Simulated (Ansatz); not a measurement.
**ZnS: random displacements**

All numbers below come from Ansatz 0.2.0, DFT PBE, scalar-relativistic, plane waves, PAW. Settings: plane waves to 420 eV, k-mesh 12×12×6 (Γ-centred), Gaussian smearing 0.05 eV. No spin polarisation. Energies are free energies at this smearing, counted from the undisturbed cell; pressure is positive in compression.

Zero of the scan (as given, not relaxed at this level):

```yaml
crystal:
  lattice:
    - [3.81100, 0.00000, 0.00000]
    - [-1.90550, 3.30042, 0.00000]
    - [0.00000, 0.00000, 6.23400]
  atoms:
    - { symbol: Zn, position: [0.33333, 0.66667, 0.00000] }
    - { symbol: Zn, position: [0.66667, 0.33333, 0.50000] }
    - { symbol: S, position: [0.33333, 0.66667, 0.38500] }
    - { symbol: S, position: [0.66667, 0.33333, 0.88500] }
```

The atoms are displaced (Å, in the unstrained cell):

| atom | ux | uy | uz |
| --- | --- | --- | --- |
| Zn1 | 0.009 | 0.007 | 0.127 |
| Zn2 | -0.001 | 0.019 | -0.080 |
| S3 | -0.079 | -0.084 | -0.060 |
| S4 | 0.070 | 0.058 | 0.013 |

Strain (Voigt, engineering shear): (-0.0030, -0.0130, -0.0084, 0.0135, 0.0061, 0.0409).

What are the energy change, the stress and the forces?

ΔE = 57.9 meV/atom; stress (xx, yy, zz, yz, xz, xy; compression positive) (6.44, 2.98, 6.01, -1.04, -0.77, -0.10) GPa; gap on the mesh 2.06 eV.
```tsv
atom	Fx (eV/Å)	Fy	Fz
Zn1	0.17	0.20	-1.26
Zn2	-0.44	-0.65	1.03
S3	0.49	0.72	0.86
S4	-0.22	-0.28	-0.63
```

Cost: 1 run of about 0.88 core-minutes, on Intel Xeon 6975P-C (Granite Rapids) (shared hosts).